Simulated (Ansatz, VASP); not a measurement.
**FeCo (Wairauite) in VASP and in Ansatz**

File INCAR:

```
SYSTEM = FeCo
PREC = Accurate
ENCUT = 520
EDIFF = 1E-7
ISMEAR = -1
SIGMA = 0.05
LREAL = .False.
LASPH = .True.
NELM = 120
ALGO = Normal
ISIF = 2
LWAVE = .False.
LCHARG = .False.
ISPIN = 2
MAGMOM = 2 3
LORBIT = 11
LMAXMIX = 4
GGA = PE
NBANDS = 20
```

Contents of KPOINTS:

```
Automatic mesh
0
Gamma
  9 9 9
  0 0 0
```

File POSCAR:

```
FeCo
1.0
    2.9130338337      0.0000000000      0.0000000000
    0.0000000000      2.9130338337      0.0000000000
    0.0000000000      0.0000000000      2.9130338337
Co Fe
1 1
Direct
    0.0000000000      0.0000000000      0.0000000000
    0.5000000000      0.5000000000      0.5000000000
```

Contents of input.yaml:

```yaml
crystal:
  lattice:
    - [2.9130338337, 0.0, 0.0]
    - [0.0, 2.9130338337, 0.0]
    - [0.0, 0.0, 2.9130338337]
  atoms:
    - { symbol: Co, position: [0.0, 0.0, 0.0], spin: 2.0 }
    - { symbol: Fe, position: [0.5, 0.5, 0.5], spin: 3.0 }
hamiltonian:
  xc: pbe
  pseudopotentials: { kind: paw }
magnetization:
  spin_polarized: true
kpoints:
  mp_grid: { grid: [9, 9, 9] }
scf:
  occupations: { method: fermi_dirac, width: 0.05 }
output:
  forces: true
  stress: true
  eigenvalues: true
  write_density: true
  write_potential: true
  elf: true
  volumetric_format: npy
```

Change from the starting cell: volume scaled by 1.06.

Alike in both runs: task single point; functional PBE; k mesh 9 × 9 × 9; occupations fermi-dirac, width 0.05 eV; collinear spin, ferromagnetic start.

|  | VASP | Ansatz |
| --- | --- | --- |
| version | VASP 6.6.1 | Ansatz 0.2.0 |
| potentials or method | VASP PAW PBE potentials, release 64 (Co, Fe) | Ansatz PAW |
| plane-wave cutoff (eV) | 520 | 420 |
| valence electrons in the cell | 17 | 33 |

VASP gave:

```
gap on the k mesh at the Fermi level (eV)                     : none
pressure (GPa)                                                : -11.6
net moment per atom (μB)                                      : 2.31
size of the moment on the site where the two differ most (μB) : 1.80
```

What did Ansatz give for the same quantities?

gap on the k mesh at the Fermi level (eV): none; pressure (GPa): -11.3; net moment per atom (μB): 2.32; size of the moment on the site where the two differ most (μB): 1.87.

Site moments also hang on the region over which each program counts them. A gap of «none» marks a metal or a gap that the smearing closes. With one functional, cell and mesh, what is left measures potentials, basis and numerics. The two sets of potentials don't hold the same shells in valence.
